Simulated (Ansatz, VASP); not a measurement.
## Mg: VASP beside Ansatz

File INCAR:

```
SYSTEM = Mg
PREC = Accurate ; ENCUT = 520
EDIFF = 1E-6 ; ISMEAR = -1
SIGMA = 0.05 ; LREAL = .False.
LASPH = .True. ; NELM = 60
ALGO = Normal ; ISIF = 2
LWAVE = .False. ; LCHARG = .False.
METAGGA = R2SCAN ; LMIXTAU = .True.
NBANDS = 9
```

Contents of KPOINTS:

```
Automatic mesh
0
Gamma
  10 10 5
  0 0 0
```

The input POSCAR:

```
Mg
1.0
    3.2093000000      0.0000000000      0.0000000000
   -1.6046500000      2.7793353284      0.0000000000
    0.0000000000      0.0000000000      5.2103000000
Mg
2
Direct
    0.6666666667      0.3333333333      0.7500000000
    0.3333333333      0.6666666667      0.2500000000
```

File KPOINTS_OPT:

```
path GMKGALHA,LM,KH
10
line-mode
reciprocal
 0.0000000000  0.0000000000  0.0000000000  G
 0.5000000000  0.0000000000  0.0000000000  M

 0.5000000000  0.0000000000  0.0000000000  M
 0.3333333333  0.3333333333  0.0000000000  K

 0.3333333333  0.3333333333  0.0000000000  K
 0.0000000000  0.0000000000  0.0000000000  G

 0.0000000000  0.0000000000  0.0000000000  G
 0.0000000000  0.0000000000  0.5000000000  A

 0.0000000000  0.0000000000  0.5000000000  A
 0.5000000000  0.0000000000  0.5000000000  L

 0.5000000000  0.0000000000  0.5000000000  L
 0.3333333333  0.3333333333  0.5000000000  H

 0.3333333333  0.3333333333  0.5000000000  H
 0.0000000000  0.0000000000  0.5000000000  A

 0.5000000000  0.0000000000  0.5000000000  L
 0.5000000000  0.0000000000  0.0000000000  M

 0.3333333333  0.3333333333  0.0000000000  K
 0.3333333333  0.3333333333  0.5000000000  H
```

input.yaml

```yaml
crystal:
  lattice:
    - [3.2093, 0.0, 0.0]
    - [-1.60465, 2.7793353284, 0.0]
    - [0.0, 0.0, 5.2103]
  atoms:
    - { symbol: Mg, position: [0.6666666667, 0.3333333333, 0.75] }
    - { symbol: Mg, position: [0.3333333333, 0.6666666667, 0.25] }
hamiltonian:
  xc: r2scan
  pseudopotentials: { kind: paw }
kpoints:
  mp_grid: { grid: [10, 10, 5] }
  band_path:
    path:
      - [[0.0, 0.0, 0.0], [0.5, 0.0, 0.0], [0.3333333333, 0.3333333333, 0.0], [0.0, 0.0, 0.0], [0.0, 0.0, 0.5], [0.5, 0.0, 0.5], [0.3333333333, 0.3333333333, 0.5], [0.0, 0.0, 0.5]]
      - [[0.5, 0.0, 0.5], [0.5, 0.0, 0.0]]
      - [[0.3333333333, 0.3333333333, 0.0], [0.3333333333, 0.3333333333, 0.5]]
    npoints: 14
scf:
  occupations: { method: fermi_dirac, width: 0.05 }
  n_extra_bands: 6
output:
  forces: true
  stress: true
  eigenvalues: true
  fatbands: true
  write_density: true
  write_potential: true
  elf: true
  volumetric_format: npy
```

Alike in both runs: task band structure; functional r2SCAN; k mesh 10 × 10 × 5; occupations fermi-dirac, width 0.05 eV; no spin polarisation.

```csv
,VASP,Ansatz
version,VASP 6.6.1,Ansatz 0.2.0
potentials or method,"VASP PAW PBE potentials, release 64 (Mg)",Ansatz PAW
plane-wave cutoff (eV),520,500
valence electrons in the cell,4,20
```

```csv
,VASP,Ansatz,Ansatz less VASP
gap on the k mesh at the Fermi level (eV),none,none,-
pressure (GPa),-1.3,-1.0,+0.26
largest component of the traceless stress (GPa),0.58,0.57,-0.006
```

A gap of «none» marks a metal or a gap that the smearing closes. The functional is the same, so the differences come from potentials, cutoffs and numerics. The two sets of potentials don't hold the same shells in valence.

Caveats: the PAW data sets were made with another functional, which shifts forces and pressure a little (VASP); the PAW data sets come from PBE, with cores solved anew for the run's functional, which leaves a small shift of forces and pressure (Ansatz).
